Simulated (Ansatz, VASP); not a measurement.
**Au in VASP and in Ansatz**

```
Au
1.0
     0.00000    2.07165    2.07165
     2.07165    0.00000    2.07165
     2.07165    2.07165    0.00000
Au
1
Direct
  0.00000 0.00000 0.00000
```

Change from the starting cell: volume scaled by 0.98, PAW files.

Alike in both runs: task electric field gradients; functional LDA; k mesh 15 × 15 × 15; occupations fermi-dirac, width 0.03 eV; no spin polarisation.

|  | VASP | Ansatz |
| --- | --- | --- |
| version | VASP 6.6.1 | Ansatz 0.2.0 |
| potentials or method | VASP PAW LDA potentials, release 64 (Au) | PAW with Ansatz's default frozen-core files, scalar-relativistic |
| plane-wave cutoff (eV) | 520 | 420 |
| valence electrons in the cell | 11 | 19 |

Ansatz gave:

- pressure (GPa): -11.2
- Vzz of the field gradient on the site that differs most (V/Å²): 0.0

Q: What did VASP give for the same quantities?

A: Pressure (GPa): -10.8; Vzz of the field gradient on the site that differs most (V/Å²): 0.0.

The two sets of potentials don't hold the same shells in valence. Ansatz warned: «gradients_without_spin_orbit».

Spin-orbit coupling is left out, which matters for the levels of Au.
